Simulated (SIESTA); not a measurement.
MgS (Niningerite) in SIESTA: the effect of target pressure

MgS (Niningerite):

```xyz
2
Lattice="0.0000 2.6016 2.6016 2.6016 0.0000 2.6016 2.6016 2.6016 0.0000" Properties=species:S:1:pos:R:3 pbc="T T T"
S     2.6016    2.6016    2.6016
Mg    0.0000    0.0000    0.0000
```

Alike in all runs:

* Program: SIESTA 5.4.2
* Task: relaxation of cell and atoms
* Functional: PBE
* Potentials or basis: PseudoDojo 0.4 standard (PBE files)
* Basis: DZP (energy shift 0.003 Ry; two zetas on semicore shells)
* Grid cutoff: 800 Ry
* Energy shift: 0.003 Ry
* k mesh: 9 × 9 × 9
* Occupations: fermi-dirac, width 0.05 eV
* Spin: no spin polarisation

Each run relaxes the cell or the atoms first.

Q: One run gave: relaxed volume 16.45 Å³/atom; gap on the mesh 2.97 eV. Which target pressure did it use?
A. 2 GPa
B. 10 GPa
C. 20 GPa
D. 30 GPa
E. 0 GPa

A: B.

```csv
target pressure,target pressure,relaxed volume (Å³/atom),gap on the mesh (eV)
0 GPa,-,18.37,2.77
2 GPa,2 GPa,17.92,2.82
5 GPa,5 GPa,17.29,2.89
10 GPa,10 GPa,16.45,2.97
20 GPa,20 GPa,15.22,3.09
30 GPa,30 GPa,14.33,3.17
```

Caveats: an odd mesh through Γ misses points on the zone boundary, where band edges often lie; the basis of atomic orbitals isn't converged, which shifts pressures, moduli and gaps; the volume moved by over 15 % at a fixed basis, so the end points are rough (some runs).
